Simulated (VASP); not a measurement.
The system is TiSe2.

```
CELL_PARAMETERS angstrom
3.53600 0.00000 0.00000
-1.76800 3.06227 0.00000
0.00000 0.00000 6.00400
ATOMIC_POSITIONS crystal
Ti 0.00000 0.00000 0.00000
Se 0.33333 0.66667 0.25520
Se 0.66667 0.33333 0.74480
```

- Program: VASP 6.6.1
- Task: relaxation of cell and atoms
- Functional: PBE
- Dispersion: D3(BJ)
- Potentials or basis: VASP PAW PBE potentials, release 64 (Ti_sv, Se)
- Cutoff: 600 eV
- k mesh: 12 × 12 × 6
- Occupations: gaussian, width 0.05 eV
- Spin: no spin polarisation

At the start: pressure -1.6 GPa; volume 21.67 Å³/atom.

Problem. How do energy, volume and symmetry change on relaxing?

Solution. Over 10 steps the energy falls by 7.6 meV/atom and the volume is 20.52 Å³/atom (-5.3 %); space group P-3m1 (No. 164, to 0.05 Å).

The path:
| step | energy change (eV) | largest force (eV/Å) | pressure (GPa) | volume (Å³) |
| --- | --- | --- | --- | --- |
| 1 | 0.0000 | 0.0903 | -1.57 | 65.01 |
| 2 | -0.0085 | 0.3334 | 0.77 | 63.04 |
| 3 | -0.0091 | 0.2842 | 0.30 | 63.41 |
| 4 | -0.0153 | 0.1561 | 0.06 | 62.98 |
| 5 | -0.0171 | 0.0420 | -0.13 | 62.60 |
| 6 | -0.0193 | 0.0406 | -0.03 | 62.29 |
| 7 | -0.0224 | 0.0313 | 0.29 | 61.40 |
| 8 | -0.0217 | 0.0923 | -0.61 | 61.86 |
| 9 | -0.0226 | 0.0091 | -0.02 | 61.55 |
| 10 | -0.0227 | 0.0006 | 0.01 | 61.56 |

Final structure:
```
CELL_PARAMETERS angstrom
3.48307 0.00000 0.00000
-1.74154 3.01643 0.00000
0.00000 0.00000 5.85900
ATOMIC_POSITIONS crystal
Ti 0.00000 0.00000 0.00000
Se 0.33333 0.66667 0.26519
Se 0.66667 0.33333 0.73481
```
